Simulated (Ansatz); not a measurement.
Results of PBE (Ansatz, an electronic-structure program, PAW) for wurtzite InN.

Numerical settings: plane-wave cutoff 500 eV, 8×8×1 k mesh (along the axes of the cell as run), Fermi–Dirac smearing 0.05 eV, scalar-relativistic PAW data made under PBE.

### Question
What does this level give for the surface energy of the (11-20) face and work function of the (11-20) face?

### Answer

* **surface energy of the (11-20) face**: 1.25 J/m²
* **work function of the (11-20) face**: 5.13 eV

The slab of 32 atoms is relaxed and unreconstructed.

Spin–orbit coupling is not included.

Computed values are for the static lattice.
